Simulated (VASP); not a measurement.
**TiO2 in VASP: how settings move the PBE single point**

Aim: see what changed inputs do to the PBE single point of fluorite TiO2, under +2.0 % biaxial strain in x and y, free along z. This is a trial cell built on a prototype, not taken from a measured structure, and it needn't be the compound's ground state.

Program: VASP 6.6.1. PAW datasets, plane waves. Note: simulated data, non-magnetic, for a generated structure that need not be the stable one.

## Step 1: The structure to begin with

The cell comes from an earlier relaxation with r2SCAN in another program, then strained, with the atoms relaxed again.

Space group I4/mmm (No. 139), tetragonal; conventional cell a = 3.457 Å, c = 4.772 Å, 9.51 Å³ an atom. Ti has 8 O at 2.10 Å; O has 4 Ti at 2.10 Å and 2 O at 2.39 Å.

The structure in full:

```
CELL_PARAMETERS angstrom
0.00000 2.44476 2.38606
2.44476 0.00000 2.38606
2.44476 2.44476 0.00000
ATOMIC_POSITIONS crystal
Ti 0.00000 0.00000 0.00000
O 0.25000 0.25000 0.25000
O 0.75000 0.75000 0.75000
```

## Step 2: The reference run

Input file INCAR:

```
ENCUT = 520.000000
SIGMA = 0.020000
EDIFF = 1.00e-07
GGA = PE
PREC = Accurate
IBRION = -1
ISIF = 2
ISMEAR = -1
NBANDS = 19
NELM = 120
NSW = 0
LASPH = .TRUE.
LCHARG = .FALSE.
LWAVE = .FALSE.
LREAL = .FALSE.
```

Input file KPOINTS:

```
KPOINTS created by Atomic Simulation Environment
0
Gamma
10 10 10
0 0 0
```

Input file POSCAR:

```
Ti O
 1.0000000000000000
     0.0000000000000000    2.4447638030999999    2.3860587843999999
     2.4447638030999999    0.0000000000000000    2.3860587843999999
     2.4447638030999999    2.4447638030999999    0.0000000000000000
 Ti  O
   1   2
Cartesian
  0.0000000000000000  0.0000000000000000  0.0000000000000000
  1.2223819015499999  1.2223819015499999  1.1930293921999999
  3.6671457046499998  3.6671457046499998  3.5790881766000004
```

A file KPOINTS_OPT adds named points for the levels; it doesn't enter the self-consistent loop.

Potentials: the recommended PBE PAW datasets, 24 valence electrons.

Command:

```bash
$ mpirun -np 1 vasp_std
```

## Step 3: Altered input 1

INCAR, as its differences from that of step 2:

```diff
@@ -15 +15,7 @@
 LREAL = .FALSE.
+LDAU = .TRUE.
+LDAUTYPE = 2
+LDAUL = 2 -1
+LDAUU = 1.0 0
+LDAUJ = 0 0
+LMAXMIX = 4
```

KPOINTS is that of step 2.

POSCAR is that of step 2.

## Step 4: Altered input 2

INCAR, as its differences from that of step 2:

```diff
@@ -15 +15,7 @@
 LREAL = .FALSE.
+LDAU = .TRUE.
+LDAUTYPE = 2
+LDAUL = 2 -1
+LDAUU = 6.0 0
+LDAUJ = 0 0
+LMAXMIX = 4
```

KPOINTS is that of step 2.

POSCAR is that of step 2.

## Step 5: Altered input 3

INCAR, as its differences from that of step 2:

```diff
@@ -15 +15,3 @@
 LREAL = .FALSE.
+ISYM = -1
+NELECT = 24.1
```

Input file KPOINTS:

```
KPOINTS created by Atomic Simulation Environment
0
Gamma
4 4 4
0 0 0
```

POSCAR is that of step 2.

What does the calculation give? Wanted: for each run, changed; ending; energy change; pressure; electronic steps; usable.

**Answer**, as computed:

| run | changed | ending | energy change (meV/atom) | pressure (GPa) | gap on the mesh (eV; negative: overlap) | electronic steps | time | usable |
| --- | --- | --- | --- | --- | --- | --- | --- | --- |
| ref. | – | converged | 0 | -2.2 | 0.85 | 19 | 70 s | yes |
| 1 | LDAU = .TRUE., LDAUTYPE = 2, LDAUL = 2 -1, LDAUU = 1.0 0, LDAUJ = 0 0, LMAXMIX = 4 | converged | – | -0.4 | 1.04 | 19 | 65 s | yes |
| 2 | LDAU = .TRUE., LDAUTYPE = 2, LDAUL = 2 -1, LDAUU = 6.0 0, LDAUJ = 0 0, LMAXMIX = 4 | converged | – | 8.6 | 2.03 | 18 | 62 s | yes |
| 3 | ISYM = -1, NELECT = 24.1, mesh 4×4×4 | converged | – | 5.5 | – | 19 | 48 s | no |

Of 3 altered inputs, 1 ended normally on a faulty or unsound input, 2 gave usable results.
